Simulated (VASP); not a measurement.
A run of VASP 6.6.1 is set up as follows.

Contents of INCAR:

```
SYSTEM = SnO2
PREC     = Accurate       ! precision mode
ENCUT    = 600            ! plane-wave cutoff, eV
EDIFF    = 1E-6           ! SCF threshold, eV
ISMEAR   = -1             ! smearing method
SIGMA    = 0.05           ! smearing width, eV
LREAL    = .False.        ! projectors in reciprocal space
LASPH    = .True.         ! aspherical terms in the spheres
NELM     = 100            ! most SCF steps
ALGO     = Fast           ! electronic algorithm
ISIF     = 3              ! what is computed and relaxed
LWAVE    = .False.        ! write WAVECAR
LCHARG   = .False.        ! write CHGCAR
GGA      = PE             ! functional
IBRION   = 2              ! ionic algorithm
NSW      = 40             ! ionic steps
EDIFFG   = -0.01          ! ionic threshold
PSTRESS  = 50
```

File KPOINTS:

```
Automatic mesh
0
Gamma
  10 10 10
  0 0 0
```

The input POSCAR:

```
SnO2
1.0
    1.6170930752      0.9336291223      4.8005925840
   -1.6170930752      0.9336291223      4.8005925840
    0.0000000000     -1.8672582446      4.8005925840
Sn O
1 2
Direct
    0.5000000000      0.5000000000      0.5000000000
    0.7628300000      0.7628300000      0.7628300000
    0.2371700000      0.2371700000      0.2371700000
```

Potentials or basis: VASP PAW PBE potentials, release 64 (Sn_d, O).

Launch:

```sh
$ cat potpaw_PBE.64/Sn_d/POTCAR potpaw_PBE.64/O/POTCAR > POTCAR
$ mpirun -np 1 vasp_std > vasp.out
```

Q: Predict the band gap on the k mesh.

A: 1.34 eV, direct.

Q: Predict the relaxed cell.

A: a = 4.497 Å, b = 4.497 Å, c = 4.497 Å, α = 42.29°, β = 42.29°, γ = 42.29°.

Q: Estimate the space group after relaxing (to 0.05 Å).

A: R-3m (No. 166).

Q: What does it give for the relaxed volume?

A: 12.42 Å³/atom.

Final structure:
```yaml
crystal:
  lattice:
    - [1.62228, 0.93663, 4.08845]
    - [-1.62228, 0.93663, 4.08845]
    - [0.00000, -1.87325, 4.08845]
  atoms:
    - { symbol: Sn, position: [0.50000, 0.50000, 0.50000] }
    - { symbol: O, position: [0.75355, 0.75355, 0.75355] }
    - { symbol: O, position: [0.24645, 0.24645, 0.24645] }
```

Caveat: the cell is relaxed towards a set pressure, so the enthalpy falls and the energy may rise; spin-orbit coupling is left out, which moves the levels of the heavy elements. A k mesh can miss the band edges.
